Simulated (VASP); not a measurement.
# Nb3Sn (Pm-3n) in VASP: single point with r2SCAN

Aim: the single point of Nb3Sn with r2SCAN.

Program: VASP 6.6.1. These are calculated values, not measurements. Logs are shortened: lines on timing, memory, paths and dates and some standing lists are left out, and cuts for length are marked.

## (1) The structure

The structure is cubic, space group Pm-3n (No. 223). The conventional cell has a = 5.305 Å, b = 5.305 Å, c = 5.305 Å, α = 90.00°, β = 90.00°, γ = 90.00°. Around Sn (site symmetry m-3) lie 12 Nb at 2.97 Å. Around Nb (site symmetry -4m2) lie 2 Nb at 2.65 Å and 4 Sn at 2.97 Å.

## (2) Single point, r2SCAN

Input file POSCAR:

```
Nb3Sn
1.0
    5.3045012988      0.0000000000      0.0000000000
    0.0000000000      5.3045012988      0.0000000000
    0.0000000000      0.0000000000      5.3045012988
Sn Nb
2 6
Direct
    0.0000000000      0.0000000000      0.0000000000
    0.5000000000      0.5000000000      0.5000000000
    0.2500000000      0.0000000000      0.5000000000
    0.5000000000      0.7500000000      0.0000000000
    0.7500000000      0.0000000000      0.5000000000
    0.5000000000      0.2500000000      0.0000000000
    0.0000000000      0.5000000000      0.7500000000
    0.0000000000      0.5000000000      0.2500000000
```

Input file INCAR.step1:

```
SYSTEM = Nb3Sn
  PREC = Accurate
  ENCUT = 520
  ISMEAR = -1
  SIGMA = 0.05
  LREAL = .FALSE.
  LASPH = .TRUE.
  NELM = 100
  NBANDS = 63
  GGA = PE
  ALGO = Normal
  EDIFF = 1E-4
  LWAVE = .TRUE.
  LCHARG = .FALSE.
```

Input file INCAR.step2:

```
SYSTEM = Nb3Sn
  PREC = Accurate
  ENCUT = 520
  EDIFF = 1E-6
  ISMEAR = -1
  SIGMA = 0.05
  LREAL = .FALSE.
  LASPH = .TRUE.
  NELM = 100
  ALGO = Normal
  ISIF = 2
  LWAVE = .FALSE.
  LCHARG = .FALSE.
  METAGGA = R2SCAN
  LMIXTAU = .TRUE.
  NBANDS = 63
  ISTART = 1
```

Input file KPOINTS:

```
regular mesh
0
G
  5 5 5
  0 0 0
```

Potentials or basis: VASP PAW PBE potentials, release 64 (Sn_d, Nb_sv).

Started as:

```console
> cat potpaw_PBE.64/Sn_d/POTCAR potpaw_PBE.64/Nb_sv/POTCAR > POTCAR
> cp INCAR.step1 INCAR
> mpirun -np 1 vasp_std > vasp.out
> cp INCAR.step2 INCAR
> mpirun -np 1 vasp_std > vasp.out
```

OUTCAR:

```text
SYSTEM = Nb3Sn
   PREC = Accurate
   ENCUT = 520
   EDIFF = 1E-6
   ISMEAR = -1
   LREAL = .FALSE.
   LASPH = .TRUE.
   NELM = 100
   ISIF = 2
   METAGGA = R2SCAN
   ISTART = 1

 ion  position               nearest neighbor table
   1  0.000  0.000  0.000-   3 2.97   4 2.97   5 2.97   6 2.97   7 2.97   8 2.97   3 2.97   5 2.97
                             7 2.97   8 2.97   4 2.97   6 2.97
   2  0.500  0.500  0.500-   3 2.97   4 2.97   5 2.97   6 2.97   7 2.97   8 2.97   4 2.97   6 2.97
                             3 2.97   5 2.97   7 2.97   8 2.97
   3  0.250  0.000  0.500-   5 2.65   5 2.65   1 2.97   1 2.97   2 2.97   2 2.97
   4  0.500  0.750  0.000-   6 2.65   6 2.65   1 2.97   2 2.97   2 2.97   1 2.97
   5  0.750  0.000  0.500-   3 2.65   3 2.65   1 2.97   1 2.97   2 2.97   2 2.97
   6  0.500  0.250  0.000-   4 2.65   4 2.65   1 2.97   2 2.97   2 2.97   1 2.97
   7  0.000  0.500  0.750-   8 2.65   8 2.65   1 2.97   2 2.97   1 2.97   2 2.97
   8  0.000  0.500  0.250-   7 2.65   7 2.65   1 2.97   2 2.97   1 2.97   2 2.97

  LATTYP: Found a simple cubic cell.
 ALAT       =     5.3045012988

  Lattice vectors:

 A1 = (   5.3045012988,   0.0000000000,   0.0000000000)
 A2 = (   0.0000000000,   5.3045012988,   0.0000000000)
 A3 = (   0.0000000000,   0.0000000000,   5.3045012988)

Analysis of symmetry for initial positions (statically):
=====================================================================
 Subroutine PRICEL returns:
 Original cell was already a primitive cell.

 Routine SETGRP: Setting up the symmetry group for a
 simple cubic supercell.

 Subroutine GETGRP returns: Found 48 space group operations
 (whereof 24 operations were pure point group operations)
 out of a pool of 48 trial point group operations.

The static configuration has the point symmetry T_h .
 The point group associated with its full space group is O_h .

Analysis of symmetry for dynamics (positions and initial velocities):
=====================================================================
 Subroutine PRICEL returns:
 Original cell was already a primitive cell.

 Routine SETGRP: Setting up the symmetry group for a
 simple cubic supercell.

 Subroutine GETGRP returns: Found 48 space group operations
 (whereof 24 operations were pure point group operations)
 out of a pool of 48 trial point group operations.

The dynamic configuration has the point symmetry T_h .
 The point group associated with its full space group is O_h .

 Subroutine INISYM returns: Found 48 space group operations
 (whereof 24 operations are pure point group operations),
 and found     1 'primitive' translations

----------------------------------------------------------------------------------------

                                     Primitive cell

  volume of cell :     149.2566

  direct lattice vectors                    reciprocal lattice vectors
     5.304501299  0.000000000  0.000000000     0.188519136  0.000000000  0.000000000
     0.000000000  5.304501299  0.000000000     0.000000000  0.188519136  0.000000000
     0.000000000  0.000000000  5.304501299     0.000000000  0.000000000  0.188519136

  length of vectors
     5.304501299  5.304501299  5.304501299     0.188519136  0.188519136  0.188519136

  position of ions in fractional coordinates (direct lattice)
     0.000000000  0.000000000  0.000000000
     0.500000000  0.500000000  0.500000000
     0.250000000  0.000000000  0.500000000
     0.500000000  0.750000000  0.000000000
     0.750000000  0.000000000  0.500000000
     0.500000000  0.250000000  0.000000000
     0.000000000  0.500000000  0.750000000
     0.000000000  0.500000000  0.250000000

  ion indices of the primitive-cell ions
   primitive index   ion index
                 1           1
                 2           2
                 3           3
                 4           4
                 5           5
                 6           6
                 7           7
                 8           8

----------------------------------------------------------------------------------------

 KPOINTS: regular mesh

Automatic generation of k-mesh.
 Grid dimensions read from file:
 generate k-points for:    5    5    5

 Generating k-lattice:

  Cartesian coordinates                     Fractional coordinates (reciprocal lattice)
     0.037703827  0.000000000  0.000000000     0.200000000  0.000000000  0.000000000
     0.000000000  0.037703827  0.000000000     0.000000000  0.200000000  0.000000000
     0.000000000  0.000000000  0.037703827     0.000000000  0.000000000  0.200000000

  Length of vectors
     0.037703827  0.037703827  0.037703827

  Shift w.r.t. Gamma in fractional coordinates (k-lattice)
     0.000000000  0.000000000  0.000000000

 Subroutine IBZKPT returns following result:
 ===========================================

 Found     10 irreducible k-points:

 Following reciprocal coordinates:
            Coordinates               Weight
  0.000000  0.000000  0.000000      1.000000
  0.200000  0.000000  0.000000      6.000000
  0.400000  0.000000  0.000000      6.000000
  0.200000  0.200000  0.000000     12.000000
  0.400000  0.200000  0.000000     24.000000
  0.400000  0.400000  0.000000     12.000000
  0.200000  0.200000  0.200000      8.000000
  0.400000  0.200000  0.200000     24.000000
  0.400000  0.400000  0.200000     24.000000
  0.400000  0.400000  0.400000      8.000000
   k-points           NKPTS =     10   k-points in BZ     NKDIM =     10   number of bands    NBANDS=     63
   number of dos      NEDOS =    301   number of ions     NIONS =      8
   total plane-waves  NPLWV =  64000
   dimension x,y,z NGX =    40 NGY =   40 NGZ =   40
   dimension x,y,z NGXF=    80 NGYF=   80 NGZF=   80
   ions per type =               2   6
   NGX,Y,Z   is equivalent  to a cutoff of  12.54, 12.54, 12.54 a.u.
   NGXF,Y,Z  is equivalent  to a cutoff of  25.07, 25.07, 25.07 a.u.
 SYSTEM =  Nb3Sn
   PREC   = accura    normal or accurate (medium, high low for compatibility)
   ISTART =      1    job   : 0-new  1-cont  2-samecut
   ICHARG =      0    charge: 1-file 2-atom 10-const
   ISPIN  =      1    spin polarized calculation?
   LNONCOLLINEAR =      F non collinear calculations
   LSORBIT =      F    spin-orbit coupling
   LASPH  =      T    aspherical Exc in radial PAW
   ENCUT  =  520.0 eV  38.22 Ry    6.18 a.u.   9.86  9.86  9.86*2*pi/ulx,y,z
   NELM   =    100;   NELMIN=  2; NELMDL=  0     # of ELM steps
   EDIFF  = 0.1E-05   stopping-criterion for ELM
   LREAL  =      F    real-space projection
   EDIFFG = 0.1E-04   stopping-criterion for IOM
   NSW    =      0    number of steps for IOM
   IBRION =     -1    ionic relax: 0-MD 1-quasi-New 2-CG
   NFREE  =      0    steps in history (QN), initial steepest desc. (CG)
   ISIF   =      2    stress and relaxation
   ISYM   =      2    0-nonsym 1-usesym 2-fastsym
   POTIM  = 0.5000    time-step for ionic-motion
   TEBEG  =    0.0;   TEEND  =   0.0 temperature during run
   PSTRESS=    0.0 pullay stress
   NELECT =     106.0000    total number of electrons
   NUPDOWN=      -1.0000    fix difference up-down
   EMIN   =  10.00;   EMAX   =-10.00  energy-range for DOS
   EFERMI =   0.00;   METHOD = LEGACY
   ISMEAR =    -1;   SIGMA  =   0.05  broadening in eV -4-tet -1-fermi 0-gaus
   EFERMI_NEDOS =   21; number of points for ismear=-14 and -15
   IALGO  =     38    algorithm
   IMIX   =      4    mixing-type and parameters
     AMIX     =   0.40;   BMIX     =  1.00
     AMIX_MAG =   1.60;   BMIX_MAG =  1.00
  volume/ion in A,a.u.               =      18.66       125.90
  Fermi-wavevector in a.u.,A,eV,Ry     =   1.460603  2.760140 29.026145  2.133361
  Thomas-Fermi vector in A             =   2.577033
   LORBIT       =      0    0 simple, 1 ext, 2 COOP (PROOUT), +10 PAW based schemes
   METAGGA = R2SCAN    functional components
   LHFCALC =     F    Hartree Fock is set to
   AEXX    =    0.0000 exact exchange contribution
   IVDW    =     0    specifies the selected vdW correction
   LEPSILON=     F    determine dielectric tensor
   LRPA    =     F    only Hartree local field effects (RPA)
 non-spin polarized calculation
  energy-cutoff  :      520.00
  volume of cell :      149.26
 maximum number of plane-waves:      4036
 NGX is ok and might be reduce to    40
   NGX = 19   NGY = 19   NGZ = 19

 number of electron     106.0000034 magnetization

 Free energy of the ion-electron system (eV)
  ---------------------------------------------------
  ext. energy  EPLUGINS =         0.00000000
  ---------------------------------------------------
  free energy    TOTEN  =      -200.36890024 eV

  energy without entropy =     -200.25891930  energy(sigma->0) =     -200.31390977

 E-fermi :  11.2210     XC(G=0): -13.4199

 val. band max:       11.2099209373   @ k =   0.4000   0.4000   0.4000
 cond. band min:      11.2266613018   @ k =   0.4000   0.2000   0.0000
 fundamental gap:      0.0167403645
 Fermi energy:        11.2209658185

 k-point     1 :       0.0000    0.0000    0.0000
  band No.  band energies     occupation
      1     -45.1665      2.00000
      2     -45.0895      2.00000
      3     -45.0895      2.00000
      4     -44.8579      2.00000
      5     -44.8579      2.00000
      6     -44.8579      2.00000
[... 55 lines left out ...]
     62      15.0715      0.00000
     63      15.2778      0.00000

 k-point     2 :       0.2000    0.0000    0.0000
  band No.  band energies     occupation
      1     -45.1548      2.00000
      2     -45.0950      2.00000
      3     -45.0724      2.00000
      4     -44.8825      2.00000
      5     -44.8579      2.00000
      6     -44.8579      2.00000
[... 55 lines left out ...]
     62      14.8922      0.00000
     63      14.9079      0.00000

 k-point     3 :       0.4000    0.0000    0.0000
  band No.  band energies     occupation
      1     -45.1315      2.00000
      2     -45.1101      2.00000
      3     -45.0195      2.00000
      4     -44.9456      2.00000
      5     -44.8579      2.00000
      6     -44.8579      2.00000
[... 451 lines left out ...]
     62      14.0175      0.00000
     63      14.1443      0.00000

 k-point    10 :       0.4000    0.4000    0.4000
  band No.  band energies     occupation
      1     -45.0385      2.00000
      2     -45.0233      2.00000
      3     -45.0233      2.00000
      4     -44.9507      2.00000
      5     -44.9507      2.00000
      6     -44.9429      2.00000
[... 55 lines left out ...]
     62      13.9015      0.00000
     63      14.1508      0.00000

------------------------ aborting loop because EDIFF is reached ----------------------------------------

  FORCE on cell =-STRESS in cart. coord.  units (eV):
  Direction    XX          YY          ZZ          XY          YZ          ZX
  --------------------------------------------------------------------------------------
  -------------------------------------------------------------------------------------
  Total       -0.0925782     -0.0925782     -0.0925782     -0.0000000      0.0000000     -0.0000000
  in kB       -0.9937699     -0.9937699     -0.9937699     -0.0000000      0.0000000     -0.0000000
  external PRESSURE =      -0.9937699 kB  Pullay stress =       0.0000000 kB

 VOLUME and BASIS-vectors are now :
 -----------------------------------------------------------------------------
  energy-cutoff  :      520.00
  volume of cell :      149.26
      direct lattice vectors                 reciprocal lattice vectors
     5.304501299  0.000000000  0.000000000     0.188519136  0.000000000  0.000000000
     0.000000000  5.304501299  0.000000000     0.000000000  0.188519136  0.000000000
     0.000000000  0.000000000  5.304501299     0.000000000  0.000000000  0.188519136

 POSITION                                       TOTAL-FORCE (eV/Angst)
 -----------------------------------------------------------------------------------
      0.00000      0.00000      0.00000         0.000000      0.000000     -0.000000
      2.65225      2.65225      2.65225         0.000000      0.000000     -0.000000
      1.32613      0.00000      2.65225        -0.000000     -0.000000     -0.000000
      2.65225      3.97838      0.00000        -0.000000     -0.000000     -0.000000
      3.97838      0.00000      2.65225         0.000000     -0.000000      0.000000
      2.65225      1.32613      0.00000         0.000000      0.000000      0.000000
      0.00000      2.65225      3.97838         0.000000     -0.000000      0.000000
      0.00000      2.65225      1.32613         0.000000      0.000000     -0.000000
 -----------------------------------------------------------------------------------
    total drift:                                0.000000     -0.000000      0.000000

  FREE ENERGIE OF THE ION-ELECTRON SYSTEM (eV)
  ---------------------------------------------------
  free  energy   TOTEN  =      -200.3689002430 eV

  energy  without entropy=     -200.2589192995  energy(sigma->0) =     -200.31390977
```

It took 4.3 min on 1 thread of Intel Xeon Platinum 8488C (Sapphire Rapids), shared host; peak memory 0.28 GiB.

What came out:

```yaml
Free_energy: -200.3689 eV
Pressure: -0.1 GPa
Band_gap_on_the_k_mesh: none (metal or under the smearing width)
```

Caveat: the PAW data sets were made with another functional, which shifts forces and pressure a little.
